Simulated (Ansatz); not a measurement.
BaTe under changes of volume

One of the cells (39.652 Å³/atom); the others are scaled copies at fixed shape and fractional positions:

```
Ba Te
1.0
     0.00000    3.41000    3.41000
     3.41000    0.00000    3.41000
     3.41000    3.41000    0.00000
Ba Te
1 1
Direct
  0.00000 0.00000 0.00000
  0.50000 0.50000 0.50000
```

| Quantity | Value |
| --- | --- |
| Program | Ansatz 0.2.0 |
| Functional | PBEsol |
| Potentials or basis | Ansatz PAW |
| Cutoff | 420 eV (not typed: the program's choice for these potentials) |
| k mesh | 7 × 7 × 7 |
| Occupations | fermi-dirac, width 0.05 eV |
| Spin | no spin polarisation |

```tsv
volume (Å³/atom)	energy over the lowest point (meV/atom)	pressure (GPa)	gap on the mesh (eV)
37.273	60.52	4.7	1.23
38.066	39.64	3.7	1.29
38.859	23.69	2.8	1.34
39.652	12.15	1.9	1.39
40.445	4.62	1.1	1.44
41.238	?	?	?
42.031	0.00	-0.2	1.52
```

Task: What does the run at 41.238 Å³/atom give?

Result: Energy over the lowest point 0.69 meV/atom; pressure 0.5 GPa; gap on the mesh 1.48 eV.

Worked out: A Birch-Murnaghan fit of order 3 (a polynomial in V^(-2/3)) to the other rows has its minimum at 41.81 Å³/atom with B0 = V·E''(V) = 32 GPa and B' = 4.4. It gives 0.68 meV/atom at 41.238 Å³/atom, against the run's 0.69, and -dE/dV = 0.5 GPa, against 0.5. A straight line through the other rows of the gap, of slope 2.41 eV per unit of ln V, gives 1.48 eV, against the run's 1.48.

Energies are extrapolated to zero smearing.

Caveats: odd divisions of the mesh miss points on the zone boundary, where band edges often lie, so the gap on the mesh can be too wide; spin-orbit coupling is left out, which moves the levels of the heavy elements; the PAW data sets come from PBE, with cores solved anew for the run's functional, which leaves a small shift of forces and pressure.

A mesh can miss the band edges.
